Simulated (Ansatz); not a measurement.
# BN: the cost of one run

Computed with Ansatz 0.2.0 (DFT PBE, scalar-relativistic, plane waves, PAW, unless a step's input says otherwise).

**1. The starting structure**

Symmetry: F-43m, No. 216, cubic system. The conventional cell has a = 3.626 Å, b = 3.626 Å, c = 3.626 Å, α = 90.00°, β = 90.00°, γ = 90.00°. B (site symmetry -43m) is surrounded by 4 N at 1.57 Å. Around N (site symmetry -43m) lie 4 B at 1.57 Å.

Structure file:

```cif
data_structure
_symmetry_space_group_name_H-M 'F-43m'
_symmetry_Int_Tables_number 216
_cell_length_a 3.6260
_cell_length_b 3.6260
_cell_length_c 3.6260
_cell_angle_alpha 90.000
_cell_angle_beta 90.000
_cell_angle_gamma 90.000
_cell_volume 47.67
loop_
_atom_site_label
_atom_site_type_symbol
_atom_site_symmetry_multiplicity
_atom_site_Wyckoff_symbol
_atom_site_fract_x
_atom_site_fract_y
_atom_site_fract_z
_atom_site_occupancy
B1 B 4 a 0.00000 0.00000 0.00000 1
N1 N 4 d 0.25000 0.25000 0.75000 1
```

The runs take a perfect supercell of 54 atoms; the defect goes to fractional position (0.250, 0.250, 0.250).

**2. The perfect supercell**

input.yaml reads:

```yaml
crystal:
  lattice:
    - [0.0, 5.439003, 5.439003]
    - [5.439003, 0.0, 5.439003]
    - [5.439003, 5.439003, 0.0]
  atoms:
    - { symbol: B, position: [0.0, 0.0, 0.0] }
    - { symbol: B, position: [0.0, 0.0, 0.333333] }
    - { symbol: B, position: [0.0, 0.0, 0.666667] }
    - { symbol: B, position: [0.0, 0.333333, 0.0] }
    - { symbol: B, position: [0.0, 0.333333, 0.333333] }
    - { symbol: B, position: [0.0, 0.333333, 0.666667] }
    - { symbol: B, position: [0.0, 0.666667, 0.0] }
    - { symbol: B, position: [0.0, 0.666667, 0.333333] }
    - { symbol: B, position: [0.0, 0.666667, 0.666667] }
    - { symbol: B, position: [0.333333, 0.0, 0.0] }
    - { symbol: B, position: [0.333333, 0.0, 0.333333] }
    - { symbol: B, position: [0.333333, 0.0, 0.666667] }
    - { symbol: B, position: [0.333333, 0.333333, 0.0] }
    - { symbol: B, position: [0.333333, 0.333333, 0.333333] }
    - { symbol: B, position: [0.333333, 0.333333, 0.666667] }
    - { symbol: B, position: [0.333333, 0.666667, 0.0] }
    - { symbol: B, position: [0.333333, 0.666667, 0.333333] }
    - { symbol: B, position: [0.333333, 0.666667, 0.666667] }
    - { symbol: B, position: [0.666667, 0.0, 0.0] }
    - { symbol: B, position: [0.666667, 0.0, 0.333333] }
    - { symbol: B, position: [0.666667, 0.0, 0.666667] }
    - { symbol: B, position: [0.666667, 0.333333, 0.0] }
    - { symbol: B, position: [0.666667, 0.333333, 0.333333] }
    - { symbol: B, position: [0.666667, 0.333333, 0.666667] }
    - { symbol: B, position: [0.666667, 0.666667, 0.0] }
    - { symbol: B, position: [0.666667, 0.666667, 0.333333] }
    - { symbol: B, position: [0.666667, 0.666667, 0.666667] }
    - { symbol: "N", position: [0.25, 0.25, 0.25] }
    - { symbol: "N", position: [0.25, 0.25, 0.583333] }
    - { symbol: "N", position: [0.25, 0.25, 0.916667] }
    - { symbol: "N", position: [0.25, 0.583333, 0.25] }
    - { symbol: "N", position: [0.25, 0.583333, 0.583333] }
    - { symbol: "N", position: [0.25, 0.583333, 0.916667] }
    - { symbol: "N", position: [0.25, 0.916667, 0.25] }
    - { symbol: "N", position: [0.25, 0.916667, 0.583333] }
    - { symbol: "N", position: [0.25, 0.916667, 0.916667] }
    - { symbol: "N", position: [0.583333, 0.25, 0.25] }
    - { symbol: "N", position: [0.583333, 0.25, 0.583333] }
    - { symbol: "N", position: [0.583333, 0.25, 0.916667] }
    - { symbol: "N", position: [0.583333, 0.583333, 0.25] }
    - { symbol: "N", position: [0.583333, 0.583333, 0.583333] }
    - { symbol: "N", position: [0.583333, 0.583333, 0.916667] }
    - { symbol: "N", position: [0.583333, 0.916667, 0.25] }
    - { symbol: "N", position: [0.583333, 0.916667, 0.583333] }
    - { symbol: "N", position: [0.583333, 0.916667, 0.916667] }
    - { symbol: "N", position: [0.916667, 0.25, 0.25] }
    - { symbol: "N", position: [0.916667, 0.25, 0.583333] }
    - { symbol: "N", position: [0.916667, 0.25, 0.916667] }
    - { symbol: "N", position: [0.916667, 0.583333, 0.25] }
    - { symbol: "N", position: [0.916667, 0.583333, 0.583333] }
    - { symbol: "N", position: [0.916667, 0.583333, 0.916667] }
    - { symbol: "N", position: [0.916667, 0.916667, 0.25] }
    - { symbol: "N", position: [0.916667, 0.916667, 0.583333] }
    - { symbol: "N", position: [0.916667, 0.916667, 0.916667] }
basis:
  ecutwfc: 420
  fft_grid_basis: typed
kpoints:
  mp_grid: { grid: [2, 2, 2] }
hamiltonian:
  xc: pbe
  pseudopotentials: { kind: paw }
scf:
  occupations: { method: gaussian, width: 0.05 }
output:
  forces: true
  stress: false
  eigenvalues: true
  bader: false
  write_density: true
  volumetric_format: npy
```

Command:

```
> ansatz run input.yaml --threads 4 --pin off --max-ram 10240MiB --backend cpu --events-out ev --progress --plain --runs-dir out
```

**Question.** How long does this run take on 4 threads of AMD EPYC 7R43 (Zen 3), shared host, and how much memory does it need?

About 6.3 s, with a peak of 1.1 GiB.
